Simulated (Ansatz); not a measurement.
System: α-phase Li3N. Method: BLYP in Ansatz (plane waves, PAW).

Settings: plane-wave cutoff 520 eV, 12×12×10 k mesh (along the axes of the cell as run), Fermi–Dirac smearing 0.01 eV, scalar-relativistic PAW data made under PBE.

Energies at three volumes about the minimum:

| V (Å³/atom) | E − E_lowest (meV/atom) |
|---|---|
| 10.895 | 0.75 |
| 11.117 | 0.00 |
| 11.340 | 0.71 |

**Question.** Fit a parabola by hand: where is the minimum, and what is the bulk modulus?

**Answer.** Slopes: (0.00 − 0.75)/(11.117 − 10.895) = -3.378 and (0.71 − 0.00)/(11.340 − 11.117) = 3.184 meV/Å³. Curvature E″ = 2 × (3.184 − (-3.378))/(11.340 − 10.895) = 29.492 meV/Å⁶. From the middle of the first interval, the slope vanishes at V0 = 11.0060 − (-3.378)/29.492 = 11.121 Å³/atom. B = V0 E″ = 11.121 × 29.492 meV/Å³ × 0.1602 GPa per meV/Å³ = 52.5 GPa. The full Birch–Murnaghan fit to all volumes gives V0 = 11.117 Å³/atom and B0 = 52.7 GPa.

Shape and atoms are relaxed at each volume.

Note: the bulk modulus comes from volumes at which shape and atoms were relaxed.

Ansatz is a quantum-chemistry and plane-wave program.
